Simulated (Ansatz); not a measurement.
# Phases of Cr at 110 GPa

Structure types of Cr are relaxed in primitive cells with their symmetry kept at 110 GPa, first on PAW files, then by LAPW. The enthalpy is E + pV at zero temperature, without zero-point motion. Only the types listed were tried, and differences under about 5 meV/atom are mesh noise. Not among the end structures: fcc, which may lie lower.

All numbers are PBE results (scalar-relativistic) from Ansatz 0.2.0, with Fermi–Dirac smearing of 0.1 eV, spin-polarised from start moments Cr 2 μB. Methods: LAPW: all electrons, basis error target 0.5 meV/atom; PAW: frozen-core files, cutoff 420 eV.

k meshes: bcc 20×20×20, hcp 19×19×10, sc 18×18×18, simple hexagonal 19×19×18, beta tin 19×19×19.

Antiferromagnetic order, which Cr and Mn prefer near zero pressure, wasn't tried. The start moments died away, and the runs ended non-magnetic.

Problem. Which type is lowest in enthalpy, and by how much?

Solution. bcc, 549 meV/atom below hcp. The whole table:

```
      start type                   ends as          a, b, c (Å)  V (Å³/atom)  H − H(lowest), LAPW (meV/atom)  same, PAW  moment (μB/atom)
             bcc                bcc, Im-3m  2.618, 2.618, 2.618         8.97                             0.0        0.0              0.00
             hcp             hcp, P6_3/mmc  2.289, 2.289, 4.006         9.09                           549.1      547.3              0.00
              sc                 sc, Pm-3m  2.110, 2.110, 2.110         9.39                          1503.1     1501.5              0.00
simple hexagonal  simple hexagonal, P6/mmm  2.285, 2.285, 2.032         9.19                          1021.8     1019.2              0.00
        beta tin        beta tin, I4_1/amd  4.092, 4.092, 2.196         9.19                          1019.1     1017.2              0.00
```

Problem. Split the lead of bcc over hcp into energy and pV.

Solution. For hcp less bcc: ΔE = +469.3 meV/atom, and p·ΔV = 110 GPa × +0.1163 Å³ × 6.242 meV/(GPa·Å³) = +79.8 meV/atom, together 549.1 meV/atom. bcc wins on both counts.
